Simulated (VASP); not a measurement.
ZnO in VASP 6.6.1, single-point calculation

INCAR

```
NELM = 67
LWAVE = .FALSE.
ISMEER = 0
ENCUT = 520
LASPH = .TRUE.
SIGMA = 0.02
EDIFF = 1E-7
NBANDS = 26
ISIF = 2
PREC = Accurate
NSW = 0
IBRION = -1
GGA = PE
LREAL = .FALSE.
LCHARG = .FALSE.
```

KPOINTS

```
KPOINTS created by Atomic Simulation Environment
0
Gamma
12 12 6
0 0 0
```

POSCAR

```
Zn O
 1.0000000000000000
     3.2353522091027194   -0.0000000000284786   -0.0000000000000000
    -1.6176761045266963    2.8018972032872975    0.0000000000000000
    -0.0000000000000000   -0.0000000000000000    5.2109131157255444
 Zn  O
   2   2
Cartesian
  0.0000000000164425  1.8679314688487054  2.6036593557488517
  1.6176761045595811  0.9339657344101135 -0.0017972021139206
  1.6176761045595811  0.9339657344101135  1.9767853821050585
  0.0000000000164425  1.8679314688487054  4.5822419399678305
```

The recommended PBE PAW datasets give the neutral cell 36 valence electrons.

Command

```
mpirun -np 1 vasp_std
```

OSZICAR

```
N       E                     dE             d eps       ncg     rms          rms(c)
DAV:   1     0.301282679795E+03    0.30128E+03   -0.18214E+04  4016   0.202E+03
DAV:   2     0.112266691186E+02   -0.29006E+03   -0.27187E+03  4104   0.417E+02
DAV:   3    -0.204405230559E+02   -0.31667E+02   -0.31276E+02  4372   0.140E+02
DAV:   4    -0.210480885086E+02   -0.60757E+00   -0.60639E+00  4410   0.198E+01
DAV:   5    -0.210511601582E+02   -0.30716E-02   -0.30714E-02  4288   0.145E+00    0.149E+01
DAV:   6    -0.176356965965E+02    0.34155E+01   -0.65907E+00  6258   0.613E+01    0.915E+00
DAV:   7    -0.178458930735E+02   -0.21020E+00   -0.29346E+00  4048   0.170E+01    0.546E+00
DAV:   8    -0.178563734897E+02   -0.10480E-01   -0.49438E-01  5852   0.748E+00    0.163E+00
DAV:   9    -0.178057151534E+02    0.50658E-01   -0.10266E-01  5802   0.635E+00    0.295E-01
DAV:  10    -0.178084198522E+02   -0.27047E-02   -0.37242E-02  4002   0.132E+00    0.133E-01
DAV:  11    -0.178084769608E+02   -0.57109E-04   -0.55145E-04  4270   0.221E-01    0.307E-02
DAV:  12    -0.178085170336E+02   -0.40073E-04   -0.77555E-05  4462   0.216E-01    0.199E-02
DAV:  13    -0.178085245943E+02   -0.75606E-05   -0.19443E-05  4534   0.930E-02    0.200E-02
DAV:  14    -0.178085189579E+02    0.56363E-05   -0.12006E-05  5134   0.400E-02    0.248E-03
DAV:  15    -0.178085188898E+02    0.68130E-07   -0.32957E-06  4070   0.159E-02    0.127E-03
DAV:  16    -0.178085188368E+02    0.53019E-07   -0.41075E-08  2202   0.236E-03
   1 F= -.17808519E+02 E0= -.17808520E+02  d E =0.269387E-05
```

Standard output (part)

```
POSCAR found type information on POSCAR ZnO
 POSCAR found :  2 types and       4 ions
 LDA part: xc-table for (Slater+PW92), standard interpolation
 POSCAR, INCAR and KPOINTS ok, starting setup
 WAVECAR not read
 entering main loop
```

From OUTCAR

```
k-points           NKPTS =     76   k-points in BZ     NKDIM =     76   number of bands    NBANDS=     26

   NELECT =      36.0000    total number of electrons

   dimension x,y,z NGX =    24 NGY =   24 NGZ =   40
   dimension x,y,z NGXF=    48 NGYF=   48 NGZF=   80

  energy-cutoff  :      520.00
  volume of cell :       47.24
      direct lattice vectors                 reciprocal lattice vectors
     3.235352209 -0.000000000  0.000000000     0.309085359  0.178450515  0.000000000
    -1.617676105  2.801897203  0.000000000     0.000000000  0.356901031  0.000000000
     0.000000000  0.000000000  5.210913116     0.000000000  0.000000000  0.191904946

 k-points in reciprocal lattice and weights: KPOINTS created by Atomic Simulation Env
   0.00000000  0.00000000  0.00000000       0.001
   0.08333333 -0.00000000  0.00000000       0.007
   0.16666667 -0.00000000  0.00000000       0.007
   0.25000000 -0.00000000  0.00000000       0.007
   0.33333333 -0.00000000  0.00000000       0.007
   0.41666667  0.00000000  0.00000000       0.007
   0.50000000 -0.00000000  0.00000000       0.003
   0.08333333  0.08333333  0.00000000       0.007
   ...

 E-fermi :   1.2937

 k-point     1 :       0.0000    0.0000    0.0000
  band No.  band energies     occupation
      1     -16.8801      2.00000
      2     -16.1462      2.00000
      3      -4.4617      2.00000
      4      -4.4617      2.00000
      5      -4.4233      2.00000
      6      -4.4080      2.00000
      7      -4.2673      2.00000
      8      -4.2673      2.00000
      9      -3.2510      2.00000
     10      -3.2510      2.00000
     11      -3.0357      2.00000
     12      -3.0357      2.00000
     13      -2.7567      2.00000
     14       0.4753      2.00000
     15       0.4754      2.00000
     16       1.1854      2.00000
     17       1.2768      1.99995
     18       1.2768      1.99990
     19       2.0703      0.00000
     20       6.5220      0.00000
     21       9.5085      0.00000
     22      14.2059      0.00000
     23      14.2059      0.00000
     24      15.3180      0.00000
     25      15.4832      0.00000
     26      15.4832      0.00000

 k-point     2 :       0.0833   -0.0000    0.0000
  band No.  band energies     occupation
      1     -16.8413      2.00000
      2     -16.1289      2.00000
      3      -4.5097      2.00000
      4      -4.4388      2.00000
      5      -4.3829      2.00000
      6      -4.3670      2.00000
      7      -4.2689      2.00000
      8      -4.2354      2.00000
      9      -3.2677      2.00000
     10      -3.2536      2.00000
     11      -3.0320      2.00000
     12      -3.0064      2.00000
     13      -2.7656      2.00000
     14       0.2174      2.00000
     15       0.3803      2.00000
     16       0.7962      2.00000
     17       1.1398      2.00000
     18       1.2259      2.00002
     19       2.6411      0.00000
     20       6.8188      0.00000
     21       9.5046      0.00000
     22      13.4473      0.00000
     23      14.2752      0.00000
     24      14.9356      0.00000
     25      15.4522      0.00000
     26      15.5786      0.00000

 ...

  Total        2.1034421      2.1034421      2.1394923     -0.0000000     -0.0000000      0.0000000
  in kB       71.3433597     71.3433597     72.5660870     -0.0000000     -0.0000000      0.0000000
  external PRESSURE =      71.7509355 kB  Pullay stress =       0.0000000 kB

 POSITION                                       TOTAL-FORCE (eV/Angst)
 -----------------------------------------------------------------------------------
      0.00000      1.86793      2.60366         0.000000     -0.000000      0.003837
      1.61768      0.93397      5.20912        -0.000000      0.000000      0.003837
      1.61768      0.93397      1.97679        -0.000000      0.000000     -0.003837
      0.00000      1.86793      4.58224         0.000000      0.000000     -0.003837
 -----------------------------------------------------------------------------------
    total drift:                                0.000000      0.000001     -0.001058

  FREE ENERGIE OF THE ION-ELECTRON SYSTEM (eV)
  ---------------------------------------------------
  free  energy   TOTEN  =       -17.8085188368 eV

  energy  without entropy=      -17.8085215306  energy(sigma->0) =      -17.80851973
```

It converged. Results: gap between bands v and c on the k mesh 0.79 eV; least direct gap on the k mesh 0.79 eV; pressure 7.2 GPa. Band v is the last that the valence electrons fill when counted band by band, and c is the next.

One setting is odd (misspelt tag), but here it hardly changes the result.

On sound settings PBE gives a gap of 0.79 eV on its mesh and a pressure of 7.2 GPa for the intended cell. This run's energy (σ→0) differs from it by 0 meV an atom.

The run took about 67 s on one core of a shared host (Intel Xeon Platinum 8488C) and held 0.21 GiB at most.
